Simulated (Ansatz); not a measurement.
# NiO2 (P6_3/mmc) in Ansatz: relaxation of cell and atoms with r2SCAN

Aim: the relaxation of cell and atoms of NiO2 with r2SCAN.

All numbers are computed with Ansatz 0.2.0; they aren't measurements. Logs are shortened: lines on timing, memory, paths and dates and some standing lists are left out, and cuts for length are marked.

## Step 1: Starting point

It takes space group P6_3/mmc (No. 194, hexagonal). Conventional cell: a = 2.912 Å, b = 2.912 Å, c = 10.555 Å, α = 90.00°, β = 90.00°, γ = 120.00°. Around Ni (site symmetry -3m) lie 6 O at 1.93 Å. O (site symmetry 3m) is surrounded by 3 Ni at 1.93 Å.

The cell comes from a database or a generator and needn't be the stable form of this composition.

## Step 2: Relaxation of cell and atoms, r2SCAN, collinear spin, ferromagnetic start

The input, input.yaml:

```yaml
crystal:
  lattice:
    - [2.9121517351, 0.0, 0.0]
    - [-1.4560758676, 2.5219973823, 0.0]
    - [0.0, 0.0, 10.55527]
  atoms:
    - { symbol: Ni, position: [0.0, 0.0, 0.5], spin: 1.0 }
    - { symbol: Ni, position: [0.0, 0.0, 0.0], spin: 1.0 }
    - { symbol: O, position: [0.3333333333, 0.6666666667, 0.589079] }
    - { symbol: O, position: [0.3333333333, 0.6666666667, 0.910921] }
    - { symbol: O, position: [0.6666666667, 0.3333333333, 0.410921] }
    - { symbol: O, position: [0.6666666667, 0.3333333333, 0.089079] }
hamiltonian:
  xc: r2scan
  pseudopotentials: { kind: paw }
magnetization:
  spin_polarized: true
kpoints:
  mp_grid: { grid: [10, 10, 3] }
scf:
  occupations: { method: fermi_dirac, width: 0.05 }
output:
  forces: true
  stress: true
  eigenvalues: true
  write_density: true
  write_potential: true
  elf: true
  volumetric_format: npy
relax:
  f_tol: 0.01
  max_steps: 40
  cell: { stress_tol: 0.05 }
```

Potentials or basis: Ansatz PAW.

Started as:

```console
> ansatz run input.yaml --threads 2 --pin off --max-ram 5632MiB --backend cpu --events-out ev --progress --plain --runs-dir out
```

Standard output:

```text
Warning: RAYON_NUM_THREADS=2 ignored (pool sized by the plan → 2); use --threads N
Engine: ansatz 0.2.0, aarch64-unknown-linux-gnu
Pseudopotentials: kind: paw
Pseudopotential: Ni, paw, valence charge 18, recommended cutoff 500 eV (meta_gga), Ni.paw.azcp
Pseudopotential: O, paw, valence charge 6, recommended cutoff 500 eV (meta_gga), O.paw.azcp
Functional definition: r2SCAN
  parameter k0 = 0.174
  parameter k1 = 0.065
  parameter a1 = 4.9479
  exchange = r2scan_x(k0 = k0, k1 = k1, a1 = a1)
  correlation = r2scan_c
Crystal: 6 atoms, lattice volume = 77.523 Å³
Basis set: ecut = 500 eV, 1959 PW (Γ), exchange–correlation on 96×96×320 points (64 copies of the dense FFT grid, shifted against one another)
Bands: 38, of which v1, the nominal top of the filled ones, is band 30 counted from 1 (29 counted from 0)
Symmetry: 24 space group operations
Space group: P63/mmc (ITA 194), of the structure as read, at distance tolerance 4.3e-5 Å
Magnetic group: BNS 194.263 (UNI 1493), of the structure as read, at distance tolerance 4.3e-5 Å
k-points: 28 of 300
Non-local potential: Ni, projectors of the file, l = 0: 3, l = 1: 2, l = 2: 3, l = 3: 1
Non-local potential: O, projectors of the file, l = 0: 2, l = 1: 2, l = 2: 1
PAW form: soft (Blöchl's): semilocal exchange-correlation on the pseudo side does not see the compensation charge
PAW frozen core: Ni, regenerated for the run's functional (the file was generated under x = pbe(κ = 0.804, μ = 0.2195149727645171), c = pbe(β = 0.06672455060314922))
PAW frozen core: O, regenerated for the run's functional (the file was generated under x = pbe(κ = 0.804, μ = 0.2195149727645171), c = pbe(β = 0.06672455060314922))
PAW one-centre angular grid: Ni, 590 points (default); XC on 160 Gauss nodes
PAW one-centre angular grid: O, 302 points (default); XC on 160 Gauss nodes
Initial density: superposition of atomic densities (chi_scale 0.1, normalization cell, long waves kept (reshape's long-wave potential 0.29 eV rms))
Starting moments: Σ|m| = 2 μB on 2 of 6 sites
Initial wavefunctions: pseudopotential atomic-orbital guess
Functional: x = r2scan, c = r2scan; τ floored in thin density (d = 2e-4 eV/Å³)
SCF iter   1: F=—  HF=-13956.556288 eV  |F-HF|=—  |Δ(HF+E_count)|=         —  Δρ=1.36e-1 (↑7.27e-2 ↓1.36e-1)  dr2=2.45e1  dr2_τ=6.54e-2  dr2_m=1.37e0  M=0.026 μB ∫|m|=1.512 μB  β_m=0.30  ethr=3.10e-3  ⟨swp⟩=6.7  Hψ=8367  notcnv=0
Mixer restart at iter 1: flushing history
preconditioner: auto → Resta (q_TF=auto, 2.614 Å⁻¹)  ε∞=6.0  [insulator: Δε(μ)=0.188 eV  Ē_g=12.484 eV  σ=0.050 eV  W_gap=0.73  n_scr=26 (ndim 8)  ℏωp=28.0 eV  f_vac=0.258  D(μ)=0.49/eV (n_scr^D=2)  ε∞_Penn≈6.0]
spin=Collinear: Resta preconditioning applied to the charge; magnetization (m = ρ↑ − ρ↓) channel mixes plain (no charge-response kernel on spin).
SCF iter   2: F=—  HF=-13958.282129 eV  |F-HF|=—  |Δ(HF+E_count)|=    1.73e0  Δρ=5.04e-2 (↑4.86e-2 ↓5.04e-2)  dr2=1.19e0  dr2_τ=6.68e-2  dr2_m=8.42e-1  M=0.029 μB ∫|m|=1.402 μB  β_m=0.31  ethr=3.10e-3  ⟨swp⟩=4.1  Hψ=5243  notcnv=0  defer=78  κ⁻¹=1.0e0(r=1)
SCF iter   3: F=—  HF=-13958.606227 eV  |F-HF|=—  |Δ(HF+E_count)|=   3.24e-1  Δρ=4.05e-2 (↑3.03e-2 ↓4.05e-2)  dr2=9.46e-1  dr2_τ=1.71e-2  dr2_m=4.74e-1  M=0.001 μB ∫|m|=1.316 μB  β_m=0.83  ethr=1.98e-3  ⟨swp⟩=3.1  Hψ=3783  notcnv=0  defer=68  κ⁻¹=8.2e-3(r=2)
SCF iter   4: F=—  HF=-13959.184735 eV  |F-HF|=—  |Δ(HF+E_count)|=   5.79e-1  Δρ=9.81e-3 (↑9.81e-3 ↓4.15e-3)  dr2=1.29e-1  dr2_τ=6.72e-4  dr2_m=1.10e-2  M=0.000 μB ∫|m|=1.001 μB  β_m=0.30  ethr=1.58e-3  ⟨swp⟩=3.1  Hψ=3870  notcnv=0  defer=77  κ⁻¹=2.3e-3(r=3)
SCF iter   5: F=—  HF=-13959.194680 eV  |F-HF|=—  |Δ(HF+E_count)|=         —  Δρ=1.16e-2 (↑1.16e-2 ↓6.43e-3)  dr2=1.35e-1  dr2_τ=1.07e-3  dr2_m=2.02e-2  M=0.000 μB ∫|m|=0.772 μB  β_m=0.30  ethr=2.15e-4  ⟨swp⟩=3.7  Hψ=3894  notcnv=0  defer=73  κ⁻¹=2.3e-3(r=3)
SCF iter   6: F=—  HF=-13959.208555 eV  |F-HF|=—  |Δ(HF+E_count)|=   1.39e-2  Δρ=8.70e-3 (↑8.70e-3 ↓5.57e-3)  dr2=7.18e-2  dr2_τ=6.94e-4  dr2_m=1.61e-2  M=0.000 μB ∫|m|=0.698 μB  β_m=0.30  ethr=2.15e-4  ⟨swp⟩=2.0  Hψ=2504  notcnv=0  defer=73  κ⁻¹=1.2e-4(r=4)
SCF iter   7: F=—  HF=-13959.251234 eV  |F-HF|=—  |Δ(HF+E_count)|=   4.27e-2  Δρ=7.65e-3 (↑1.52e-3 ↓7.65e-3)  dr2=2.67e-2  dr2_τ=3.96e-4  dr2_m=1.11e-2  M=0.000 μB ∫|m|=0.434 μB  β_m=0.30  ethr=1.20e-4  ⟨swp⟩=2.6  Hψ=4033  notcnv=0  defer=73  κ⁻¹=7.1e-6(r=5)
SCF iter   8: F=—  HF=-13959.260349 eV  |F-HF|=—  |Δ(HF+E_count)|=   9.11e-3  Δρ=4.63e-3 (↑1.86e-3 ↓4.63e-3)  dr2=4.83e-3  dr2_τ=1.40e-4  dr2_m=6.40e-3  M=0.000 μB ∫|m|=0.340 μB  β_m=0.30  ethr=4.45e-5  ⟨swp⟩=2.8  Hψ=3449  notcnv=0  defer=87  κ⁻¹=6.3e-6(r=6)
SCF iter   9: F=—  HF=-13959.273191 eV  |F-HF|=—  |Δ(HF+E_count)|=   1.28e-2  Δρ=3.88e-3 (↑1.19e-3 ↓3.88e-3)  dr2=5.90e-3  dr2_τ=8.17e-5  dr2_m=3.66e-3  M=0.000 μB ∫|m|=0.241 μB  β_m=0.30  ethr=8.05e-6  ⟨swp⟩=2.0  Hψ=3600  notcnv=0  defer=92  κ⁻¹=4.5e-6(r=7)
[... 166 lines left out ...]
basis re-selected at this cell: Δ(F+E_penalty+E_count) = +8.468e-3 eV, ΔP = +0.019 GPa vs the last step (what re-selecting the basis moved, of the pressure what is left beyond the Pulay correction that the steps carried, after the strain that the cell walked since its last selection, with what the two solves' SCF thresholds leave and, on support functions, any second-order correction that the steps lacked; it is no measure of the basis error at this ecutwfc). The dense FFT grid was sized anew with the basis: this SCF ran on 24×24×75 points, the steps before it on 24×24×80, so part of this shift can come from that change (see relax.cell in the input reference). This SCF's stress stands 4.83e-2 GPa from its target on what of the cell is left free (relax.cell.stress_tol is 5.00e-2 GPa) and its largest allowed force component is 1.21e-3 eV/Å (relax.f_tol is 1.00e-2 eV/Å): within both
SCF converged after 12 iterations
Stability not checked: this state was not tested for a lower state beside it, because the mixer in use, unlike msr1, does not test its closes by its own steps (another_mixer; see scf.mixing.algorithm and scf.lower_state_search)
Magnetization: 0.0000 μB (30.0000 up, 30.0000 down)
Absolute magnetization: 0.0000 μB (∫|ρ↑−ρ↓|, with the PAW one-centre terms)
Spin contamination: 0.0000 ħ² per cell (⟨S²⟩ above its minimum at these occupations)
Per-site moments (μB) at R_I (Å): [(1.3086132668169823e-8, 0.7660665159553394), (1.3086132662395956e-8, 0.7660665159553395), (-6.866351227294497e-9, 0.7660665159553394), (-6.866351201115005e-9, 0.7660665159553396), (-6.866351213533827e-9, 0.7660665159553395), (-6.866351210283885e-9, 0.7660665159553395)]
Free energy (F): -13959.779542 eV
Harris-Foulkes:  -13959.779542 eV  (|F-HF|=2.36e-11)
Internal energy: -13959.779542 eV  (E = F + TS)
E sigma→0 (E₀):  -13959.779542 eV
Entropy (-TS):   -0.000000 eV (-0.000 meV/atom)
Fermi energy:    6.149381 eV
--- Per-component energies (eV) ---
  E_band       = -1169.528492
  E_kinetic    = 1251.249726
  E_local      = -13786.794892  (includes V_loc(G=0)·N_el)
  E_nonlocal   = 1447.461355
  E_hartree    = 5872.889273
  E_xc         = -449.275492
  E_vxc        = -653.749053  (∫ρ·V_xc dr)
  E_paw        = -3901.152047  (= ΣΔE_a)
  E_vpaw       = -1217.764510  (= ΣTr[D̂ρ^β])
  E_aug_tail   = 0.004360  (compensation charges beyond the density's cutoff)
  E_vtau       = 44.285218  (kinetic-family band-sum trace: ∫τ·v_τ [+ j·A + Jᵃ·Aᵃ] dr)
  E_ewald      = -4393.433926
  E_core_change = -0.727901  (= ΣΔE_core)
  E_smearing   = -0.000000  (= −TS)
  E_closure    = 0.000000  (closes the sum)
  Σ components = -13959.779542   (vs F -13959.779542, Δ=0.00e0)
--- Forces (eV/Å), atoms counted from 1 ---
  atom   1  Ni     0.00000000     0.00000000     0.00000000
  atom   2  Ni     0.00000000     0.00000000     0.00000000
  atom   3  O     -0.00000000     0.00000000    -0.00121416
  atom   4  O     -0.00000000     0.00000000     0.00121416
  atom   5  O      0.00000000    -0.00000000     0.00121416
  atom   6  O      0.00000000    -0.00000000    -0.00121416
  max |Σ_I F_I| component: 6.48e-17 eV/Å
--- Stress (GPa, compression-positive) ---
        0.048271       0.000000       0.000000
        0.000000       0.048271      -0.000000
        0.000000      -0.000000      -0.002612
  P = ⅓ Tr σ = 0.0313 GPa (0.313 kbar)
--- Band table (eV; the first three rows and the last of 56) ---
  k-point 0 ↑: bands = ["-102.4506", "-102.4506", "-61.3995", "-61.3995", "-61.3995", "-61.3995", "-61.1523", "-61.1523", "-15.1516", "-15.1190", "-12.7970", "-12.7363", "-0.3789", "-0.1072", "-0.1072", "-0.1029", "-0.1029", "-0.0649", "3.0648", "3.0648", "3.0655", "3.0655", "3.8094", "4.5147", "4.5147", "4.5265", "4.5334", "4.5334", "4.9678", "5.2014", "8.1905", "8.1905", "8.2071", "8.2071", "13.7621", "15.5142", "16.1441", "17.7477"]
  k-point 1 ↑: bands = ["-102.4506", "-102.4506", "-61.3995", "-61.3995", "-61.3995", "-61.3995", "-61.1523", "-61.1523", "-15.1436", "-15.1273", "-12.7818", "-12.7514", "-0.3058", "-0.1493", "-0.1062", "-0.1062", "-0.1040", "-0.1040", "3.0649", "3.0649", "3.0653", "3.0653", "3.9670", "4.3089", "4.5194", "4.5194", "4.5287", "4.5287", "5.0680", "5.1687", "8.1946", "8.1946", "8.2029", "8.2029", "14.0375", "14.7683", "16.8729", "17.5293"]
  k-point 2 ↑: bands = ["-102.4501", "-102.4501", "-61.4049", "-61.4049", "-61.4008", "-61.4008", "-61.1515", "-61.1515", "-15.0164", "-14.9841", "-12.8006", "-12.7429", "-0.2414", "-0.2087", "-0.1842", "-0.0146", "-0.0099", "0.0735", "2.7414", "2.7488", "2.8427", "2.8457", "4.0661", "4.1932", "4.2150", "4.6286", "4.6457", "4.7207", "5.0755", "5.3140", "7.8387", "7.8827", "8.1208", "8.1383", "14.1942", "15.7444", "16.6123", "18.2555"]
  k-point 27 ↓: bands = ["-102.4449", "-102.4448", "-61.4436", "-61.4436", "-61.4329", "-61.4329", "-61.1429", "-61.1429", "-13.1556", "-13.1421", "-13.0155", "-13.0016", "-0.3734", "-0.3525", "-0.3179", "-0.2920", "0.5657", "0.5905", "1.8759", "1.9032", "2.0162", "2.0585", "2.7879", "2.8352", "3.3860", "3.3880", "4.2934", "4.3477", "4.6482", "4.7033", "7.3643", "7.4190", "7.4619", "7.5141", "19.6966", "19.8502", "20.9994", "21.0126"]
--- Relaxed structure (7 steps of the walk, 7 accepted, 1 SCFs on fresh bases) ---
  F+E_penalty+E_count = -13959.77954174 eV   max|allowed force component| = 1.214e-3 eV/Å   (the final SCF, on the basis selected at the relaxed cell)
  cell:  # Å, volume = 68.2837 Å³
    - [2.773366861278465, 2.7491668923125912e-11, 4.0848974978962235e-29]
    - [-1.3866834306630413, 2.401806155867318, 3.568657518148366e-18]
    - [4.449767124810986e-33, 1.49358377238527e-17, 10.251123766113151]
  atoms:
    - { symbol: Ni, position: [-5.7777898331617076e-34, -1.1555579666323415e-33, 0.49999999999999994] }
    - { symbol: Ni, position: [-8.504552143145613e-34, -9.550629624092259e-34, 5.1358334390561266e-21] }
    - { symbol: O, position: [0.33333333333333337, 0.6666666666666666, 0.5917740667164095] }
    - { symbol: O, position: [0.33333333333333337, 0.6666666666666666, 0.9082259332835904] }
    - { symbol: O, position: [0.6666666666666666, 0.33333333333333326, 0.40822593328359036] }
    - { symbol: O, position: [0.6666666666666666, 0.33333333333333326, 0.0917740667164096] }
```

It took 2 min on 2 threads of Arm Neoverse V2, shared host; peak memory 0.69 GiB.

What came out:

| Property | Result |
| --- | --- |
| Free energy | -13959.7795 eV |
| Relaxed volume | 11.38 Å³/atom |
| Relaxed cell | a = 2.773 Å, b = 2.773 Å, c = 10.251 Å, α = 90.00°, β = 90.00°, γ = 120.00° |
| Space group after relaxing (to 0.05 Å) | P6_3/mmc (No. 194) |
| Energy gained by relaxing | 83.8 meV/atom |
| Ionic steps | 8 |
| Pressure after relaxing | 0.0 GPa |
| Band gap on the k mesh | 1.64 eV, indirect (least direct gap 1.92 eV) |
| Net moment | 0.00 μB per cell |
| Absolute moment | 0.00 μB per cell |

Step by step:
```tsv
step	energy change (eV)	largest force (eV/Å)	volume (Å³)
1	0.0000	0.9574	77.52
2	-0.3795	0.7891	72.59
3	-0.5040	0.1649	68.06
4	-0.5107	0.0187	68.96
5	-0.5109	0.0091	68.83
6	-0.5111	0.0035	68.67
7	-0.5115	0.0017	68.28
8	-0.5031	0.0012	68.28
```

Final structure:
```xyz
6
Lattice="2.7734 0.0000 0.0000 -1.3867 2.4018 0.0000 0.0000 0.0000 10.2511" Properties=species:S:1:pos:R:3 pbc="T T T"
Ni    0.0000    0.0000    5.1256
Ni    0.0000    0.0000    0.0000
O     0.0000    1.6012    6.0663
O     0.0000    1.6012    9.3103
O     1.3867    0.8006    4.1848
O     1.3867    0.8006    0.9408
```

Caveat: the magnetic or orbital state may not be the lowest; odd divisions of the mesh miss points on the zone boundary, where band edges often lie, so the gap on the mesh can be too wide; the plane-wave basis is chosen anew once the cell has moved, so the energies of steps on either side of that aren't comparable; the PAW data sets come from PBE, with cores solved anew for the run's functional, which leaves a small shift of forces and pressure; the starting moments weren't kept. r2SCAN opens gaps a little over a GGA but as a rule still falls short of measured ones.
